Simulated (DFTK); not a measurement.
Crystal: Sr.

```
CELL_PARAMETERS angstrom
0.00000 3.04235 3.04235
3.04235 0.00000 3.04235
3.04235 3.04235 0.00000
ATOMIC_POSITIONS crystal
Sr 0.00000 0.00000 0.00000
```

| Property | Result |
| --- | --- |
| Program | DFTK 0.8.2 |
| Task | single point |
| Functional | PBE |
| Potentials or basis | dojo.nc.sr.pbe.v0_4_1.standard.upf (PBE) |
| Cutoff | 1088 eV |
| k mesh | 8 × 8 × 8 |
| Occupations | fermi-dirac, width 0.05 eV |
| Spin | no spin polarisation |

On this cell: pressure -0.3 GPa; band gap on the k mesh none (metal or under the smearing width).

The same run follows on a disturbed copy (cell strained at random at fixed volume):

```
Sr
1.0
     0.06610    3.01958    2.96526
     3.13463    0.00753    3.02383
     3.12896    3.07248    0.01320
Sr
1
Cartesian
  0.0326 0.0158 -0.0426
```

Task: What changes?

Result: The energy (extrapolated to zero smearing) moves by +3.3 meV/atom; pressure -0.3 GPa; band gap on the k mesh none (metal or under the smearing width).

Stress tensor (GPa, compression positive):
```
-0.43 -0.23 -0.28
-0.23 -0.30  0.19
-0.28  0.19 -0.22
```
